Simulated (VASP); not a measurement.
# FeSi2 (Linzhiite) (P4/mmm) in VASP: notebook

The runs below take FeSi2 (Linzhiite) through electric field gradients, with PBEsol.

Program: VASP 6.6.1. These are calculated values, not measurements. Logs are shortened: lines on timing, memory, paths and dates and some standing lists are left out, and cuts for length are marked.

## (1) Starting point

It takes space group P4/mmm (No. 123, tetragonal). Conventional cell: a = 2.684 Å, b = 2.684 Å, c = 5.128 Å, α = 90.00°, β = 90.00°, γ = 90.00°. Fe (site symmetry 4/mmm) is surrounded by 8 Si at 2.35 Å and 4 Fe at 2.68 Å. Si (site symmetry 4mm) has 4 Fe at 2.35 Å and 5 Si at 2.36 to 2.68 Å as nearest neighbours.

## (2) Electric field gradients, PBEsol, collinear spin, ferromagnetic start

Input file INCAR:

```
PREC = Accurate
ENCUT = 520
EDIFF = 1E-7
ISMEAR = -1
SIGMA = 0.05
LREAL = F
LASPH = T
NELM = 150
ALGO = Fast
ISIF = 2
LWAVE = F
LCHARG = F
ISPIN = 2
MAGMOM = 2.5 0 0
LORBIT = 11
LMAXMIX = 4
GGA = PS
LEFG = T
```

Input file KPOINTS:

```
regular mesh
0
Gamma
  17 17 9
```

Input file POSCAR:

```
FeSi2
1.0
    2.6840000000      0.0000000000      0.0000000000
    0.0000000000      2.6840000000      0.0000000000
    0.0000000000      0.0000000000      5.1280000000
Fe Si
1 2
Direct
    0.0000000000      0.0000000000      0.0000000000
    0.5000000000      0.5000000000      0.2700000000
    0.5000000000      0.5000000000      0.7300000000
```

Potentials or basis: VASP PAW PBE potentials, release 64 (Fe, Si).

Launch:

```console
cat potpaw_PBE.64/Fe/POTCAR potpaw_PBE.64/Si/POTCAR > POTCAR
mpirun -np 1 vasp_std > vasp.out
```

OUTCAR:

```text
PREC = Accurate
   ENCUT = 520
   EDIFF = 1E-7
   ISMEAR = -1
   LREAL = F
   LASPH = T
   NELM = 150
   ISIF = 2
   ISPIN = 2
   LORBIT = 11
   GGA = PS

 ion  position               nearest neighbor table
   1  0.000  0.000  0.000-   2 2.35   3 2.35   2 2.35   3 2.35   2 2.35   3 2.35   2 2.35   3 2.35

   2  0.500  0.500  0.270-   1 2.35   1 2.35   1 2.35   1 2.35   3 2.36   3 2.77
   3  0.500  0.500  0.730-   1 2.35   1 2.35   1 2.35   1 2.35   2 2.36   2 2.77

  LATTYP: Found a simple tetragonal cell.
 ALAT       =     2.6840000000
 C/A-ratio  =     1.9105812221

  Lattice vectors:

 A1 = (   2.6840000000,   0.0000000000,   0.0000000000)
 A2 = (   0.0000000000,   2.6840000000,   0.0000000000)
 A3 = (   0.0000000000,   0.0000000000,   5.1280000000)

Analysis of symmetry for initial positions (statically):
=====================================================================
 Subroutine PRICEL returns:
 Original cell was already a primitive cell.

 Routine SETGRP: Setting up the symmetry group for a
 simple tetragonal supercell.

 Subroutine GETGRP returns: Found 16 space group operations
 (whereof 16 operations were pure point group operations)
 out of a pool of 16 trial point group operations.

The static configuration has the point symmetry D_4h.

Analysis of symmetry for dynamics (positions and initial velocities):
=====================================================================
 Subroutine PRICEL returns:
 Original cell was already a primitive cell.

 Routine SETGRP: Setting up the symmetry group for a
 simple tetragonal supercell.

 Subroutine GETGRP returns: Found 16 space group operations
 (whereof 16 operations were pure point group operations)
 out of a pool of 16 trial point group operations.

The dynamic configuration has the point symmetry D_4h.

Analysis of structural, dynamic, and magnetic symmetry:
=====================================================================
 Subroutine PRICEL returns:
 Original cell was already a primitive cell.

 Routine SETGRP: Setting up the symmetry group for a
 simple tetragonal supercell.

 Subroutine GETGRP returns: Found 16 space group operations
 (whereof 16 operations were pure point group operations)
 out of a pool of 16 trial point group operations.

The overall configuration has the point symmetry D_4h.

 Subroutine INISYM returns: Found 16 space group operations
 (whereof 16 operations are pure point group operations),
 and found     1 'primitive' translations

----------------------------------------------------------------------------------------

                                     Primitive cell

  volume of cell :      36.9414

  direct lattice vectors                    reciprocal lattice vectors
     2.684000000  0.000000000  0.000000000     0.372578241  0.000000000  0.000000000
     0.000000000  2.684000000  0.000000000     0.000000000  0.372578241  0.000000000
     0.000000000  0.000000000  5.128000000     0.000000000  0.000000000  0.195007800

  length of vectors
     2.684000000  2.684000000  5.128000000     0.372578241  0.372578241  0.195007800

  position of ions in fractional coordinates (direct lattice)
     0.000000000  0.000000000  0.000000000
     0.500000000  0.500000000  0.270000000
     0.500000000  0.500000000  0.730000000

  ion indices of the primitive-cell ions
   primitive index   ion index
                 1           1
                 2           2
                 3           3

----------------------------------------------------------------------------------------

 KPOINTS: regular mesh

Automatic generation of k-mesh.
 Grid dimensions read from file:
 generate k-points for:   17   17    9

 Generating k-lattice:

  Cartesian coordinates                     Fractional coordinates (reciprocal lattice)
     0.021916367  0.000000000  0.000000000     0.058823529  0.000000000  0.000000000
     0.000000000  0.021916367  0.000000000     0.000000000  0.058823529  0.000000000
     0.000000000  0.000000000  0.021667533     0.000000000  0.000000000  0.111111111

  Length of vectors
     0.021916367  0.021916367  0.021667533

  Shift w.r.t. Gamma in fractional coordinates (k-lattice)
     0.000000000  0.000000000  0.000000000

 Subroutine IBZKPT returns following result:
 ===========================================

 Found    225 irreducible k-points:

 Following reciprocal coordinates:
            Coordinates               Weight
  0.000000  0.000000  0.000000      1.000000
  0.058824  0.000000  0.000000      4.000000
  0.117647  0.000000  0.000000      4.000000
[... 40 lines left out ...]
   EDIFF  = 0.1E-06   stopping-criterion for ELM
   LREAL  =      F    real-space projection
   EDIFFG = 0.1E-05   stopping-criterion for IOM
   NSW    =      0    number of steps for IOM
   IBRION =     -1    ionic relax: 0-MD 1-quasi-New 2-CG
   NFREE  =      0    steps in history (QN), initial steepest desc. (CG)
   ISIF   =      2    stress and relaxation
   ISYM   =      2    0-nonsym 1-usesym 2-fastsym
   POTIM  = 0.5000    time-step for ionic-motion
   TEBEG  =    0.0;   TEEND  =   0.0 temperature during run
   PSTRESS=    0.0 pullay stress
   NELECT =      16.0000    total number of electrons
   NUPDOWN=      -1.0000    fix difference up-down
   EMIN   =  10.00;   EMAX   =-10.00  energy-range for DOS
   EFERMI =   0.00;   METHOD = LEGACY
   ISMEAR =    -1;   SIGMA  =   0.05  broadening in eV -4-tet -1-fermi 0-gaus
   EFERMI_NEDOS =   21; number of points for ismear=-14 and -15
   IALGO  =     68    algorithm
   IMIX   =      4    mixing-type and parameters
     AMIX     =   0.40;   BMIX     =  1.00
     AMIX_MAG =   1.60;   BMIX_MAG =  1.00
  volume/ion in A,a.u.               =      12.31        83.10
  Fermi-wavevector in a.u.,A,eV,Ry     =   1.238636  2.340683 20.874330  1.534220
  Thomas-Fermi vector in A             =   2.373153
   LORBIT       =     11    0 simple, 1 ext, 2 COOP (PROOUT), +10 PAW based schemes
   GGA     = PS    functional components
   LHFCALC =     F    Hartree Fock is set to
   AEXX    =    0.0000 exact exchange contribution
   IVDW    =     0    specifies the selected vdW correction
   LEPSILON=     F    determine dielectric tensor
   LRPA    =     F    only Hartree local field effects (RPA)
 spin polarized calculation
 RMM-DIIS sequential band-by-band and
  energy-cutoff  :      520.00
  volume of cell :       36.94
 maximum number of plane-waves:      1011
 NGX is ok and might be reduce to    20
   NGX =  9   NGY =  9   NGZ = 19

 number of electron      16.0000000 magnetization      -0.0002073

 number of electron      16.0000000 magnetization       0.0008927

 Free energy of the ion-electron system (eV)
  ---------------------------------------------------
  ext. energy  EPLUGINS =         0.00000000
  ---------------------------------------------------
  free energy    TOTEN  =       -21.95215174 eV

  energy without entropy =      -21.94323036  energy(sigma->0) =      -21.94769105

 E-fermi :   9.9204     XC(G=0): -12.0759

 val. band max:        9.9126730510   @ k =   0.4118   0.2353   0.0000
 cond. band min:       9.9232630976   @ k =   0.3529   0.2941   0.1111
 fundamental gap:      0.0105900467
 Fermi energy:         9.9204425179

 spin component 1

 k-point     1 :       0.0000    0.0000    0.0000
  band No.  band energies     occupation
      1      -4.0360      1.00000
      2       0.7231      1.00000
      3       1.9428      1.00000
      4       6.3024      1.00000
      5       8.2672      1.00000
      6       8.3968      1.00000
      7       8.3968      1.00000
      8       9.2661      1.00000
      9      14.5004      0.00000
     10      14.5004      0.00000
     11      16.3839      0.00000
     12      17.1002      0.00000
     13      18.0366      0.00000
[... 356 lines left out ...]
      2       2.3603      1.00000
      3       3.0952      1.00000
      4       5.3425      1.00000
      5       6.0011      1.00000
      6       7.0241      1.00000
      7       7.9313      1.00000
      8       9.0859      1.00000
      9      10.0135      0.13450
     10      11.4123      0.00000
     11      12.3412      0.00000
     12      15.3876      0.00000
     13      18.3049      0.00000

 [... further k-points ...]

 spin component 2

 k-point     1 :       0.0000    0.0000    0.0000
  band No.  band energies     occupation
      1      -4.0361      1.00000
      2       0.7229      1.00000
      3       1.9429      1.00000
      4       6.3040      1.00000
      5       8.2681      1.00000
      6       8.3975      1.00000
      7       8.3975      1.00000
      8       9.2669      1.00000
      9      14.5003      0.00000
     10      14.5003      0.00000
     11      16.3837      0.00000
     12      17.1002      0.00000
     13      18.0734      0.00000
[... 356 lines left out ...]
      2       2.3603      1.00000
      3       3.0952      1.00000
      4       5.3426      1.00000
      5       6.0011      1.00000
      6       7.0251      1.00000
      7       7.9318      1.00000
      8       9.0866      1.00000
      9      10.0150      0.13118
     10      11.4129      0.00000
     11      12.3420      0.00000
     12      15.3876      0.00000
     13      18.3043      0.00000

 [... further k-points ...]

------------------------ aborting loop because EDIFF is reached ----------------------------------------

  FORCE on cell =-STRESS in cart. coord.  units (eV):
  Direction    XX          YY          ZZ          XY          YZ          ZX
  --------------------------------------------------------------------------------------
  -------------------------------------------------------------------------------------
  Total       -0.1584422     -0.1584422     -0.4812849      0.0000000      0.0000000      0.0000000
  in kB       -6.8717661     -6.8717661    -20.8737171      0.0000000      0.0000000      0.0000000
  external PRESSURE =     -11.5390831 kB  Pullay stress =       0.0000000 kB

 VOLUME and BASIS-vectors are now :
 -----------------------------------------------------------------------------
  energy-cutoff  :      520.00
  volume of cell :       36.94
      direct lattice vectors                 reciprocal lattice vectors
     2.684000000  0.000000000  0.000000000     0.372578241  0.000000000  0.000000000
     0.000000000  2.684000000  0.000000000     0.000000000  0.372578241  0.000000000
     0.000000000  0.000000000  5.128000000     0.000000000  0.000000000  0.195007800

 POSITION                                       TOTAL-FORCE (eV/Angst)
 -----------------------------------------------------------------------------------
      0.00000      0.00000      0.00000        -0.000000     -0.000000      0.000000
      1.34200      1.34200      1.38456         0.000000      0.000000      0.278044
      1.34200      1.34200      3.74344        -0.000000      0.000000     -0.278044
 -----------------------------------------------------------------------------------
    total drift:                               -0.000000      0.000000      0.000000

  FREE ENERGIE OF THE ION-ELECTRON SYSTEM (eV)
  ---------------------------------------------------
  free  energy   TOTEN  =       -21.9521517383 eV

  energy  without entropy=      -21.9432303569  energy(sigma->0) =      -21.94769105

 Electric field gradients (V/A^2)
---------------------------------------------------------------------
 ion       V_xx      V_yy      V_zz      V_xy      V_xz      V_yz
---------------------------------------------------------------------
   1      20.492    20.492   -40.984     0.000     0.000     0.000
   2      13.517    13.517   -27.034    -0.000     0.000     0.000
   3      13.517    13.517   -27.034    -0.000    -0.000    -0.000
---------------------------------------------------------------------

 Electric field gradients after diagonalization (V/A^2)
 (convention: |V_zz| > |V_xx| > |V_yy|)
----------------------------------------------------------------------
 ion       V_xx      V_yy      V_zz     asymmetry (V_yy - V_xx)/ V_zz
----------------------------------------------------------------------
   1      20.492    20.492   -40.984       0.000
   2      13.517    13.517   -27.034       0.000
   3      13.517    13.517   -27.034       0.000
----------------------------------------------------------------------

           NMR quadrupolar parameters

 Cq : quadrupolar parameter    Cq=e*Q*V_zz/h
 eta: asymmetry parameters     (V_yy - V_xx)/ V_zz
 Q  : nuclear electric quadrupole moment in mb (millibarn)
----------------------------------------------------------------------
 ion       Cq(MHz)       eta       Q (mb)
----------------------------------------------------------------------
   1      -0.099       0.000       1.000
   2      -0.065       0.000       1.000
   3      -0.065       0.000       1.000
----------------------------------------------------------------------

 total charge

# of ion       s       p       d       tot
------------------------------------------
    1        0.468   0.706   6.708   7.882
    2        0.733   0.892   0.000   1.625
    3        0.733   0.892   0.000   1.625
--------------------------------------------------
tot          1.934   2.490   6.708  11.132

 magnetization (x)

# of ion       s       p       d       tot
------------------------------------------
    1       -0.000  -0.000   0.001   0.001
    2       -0.000  -0.000   0.000  -0.000
    3       -0.000  -0.000   0.000  -0.000
--------------------------------------------------
tot         -0.000  -0.000   0.001   0.001
```

Run time: 1.9 min. Hardware: 1 thread of Intel Xeon Platinum 8559C (Emerald Rapids), shared host; peak memory 0.29 GiB.

Results:

| Quantity | Value |
| --- | --- |
| Free energy | -21.9522 eV |
| Pressure | -1.2 GPa |
| Largest force | 0.278 eV/Å |
| Band gap on the k mesh | none (metal or under the smearing width) |
| Net moment | 0.00 μB per cell |
| Valence electrons inside the program's atomic spheres | Fe 7.88; Si 1.62 |

Forces on the atoms (eV/Å):
```
Fe   0.000  0.000  0.000
Si   0.000  0.000  0.278
Si   0.000  0.000 -0.278
```

Stress tensor (GPa, compression positive):
```
-0.69  0.00  0.00
 0.00 -0.69  0.00
 0.00  0.00 -2.09
```

Electric field gradients, principal values (V/Å²):
```tsv
atom	Vxx	Vyy	Vzz
1 Fe	20.492	20.492	-40.984
2 Si	13.517	13.517	-27.034
3 Si	13.517	13.517	-27.034
```

Caveat: the starting moments collapsed, and a magnetic state may lie lower; the PAW data sets were made with another functional, which shifts forces and pressure a little.

(Continued in part 2 of 2.)
